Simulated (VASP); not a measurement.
C: phonons with LDA

Slab: C, a slab with vacuum.

```
C
1.0
     2.44626    0.00000    0.00000
    -1.22313    2.11852    0.00000
     0.00000    0.00000   25.80307
C
6
Direct
  0.00000 0.00000 0.37096
  0.66667 0.33333 0.37093
  0.00000 0.00000 0.50000
  0.33333 0.66667 0.50000
  0.00000 0.00000 0.62904
  0.66667 0.33333 0.62907
```

The slab is cut from a database's or a generator's crystal, which needn't be the stable form of the element.

| Quantity | Value |
| --- | --- |
| Program | VASP 6.6.1 |
| Task | phonons |
| Functional | LDA |
| Potentials or basis | VASP PAW LDA potentials, release 64 (C) |
| Cutoff | 600 eV |
| k mesh | 48 × 48 × 1 |
| Occupations | gaussian, width 0.1 eV |
| Spin | no spin polarisation |
| By perturbation theory | no |
| Further INCAR settings | ALGO = Normal; EDIFF = 1e-08; IBRION = 6; POTIM = 0.015; NSW = 1 |

The highest phonon frequency at Γ is 1602 cm⁻¹.

Phonon frequencies in cm⁻¹ (negative: imaginary):
```csv
q point,frequencies
"(0.000, 0.000, 0.000)",0 0 0 22 22 38 38 57 97 885 891 891 1595 1595 1596 1596 1602 1602
```

It took 31 min on 8 MPI ranks on AMD EPYC 9R45 (Zen 5) (shared host), peak memory 3.5 GiB a rank.
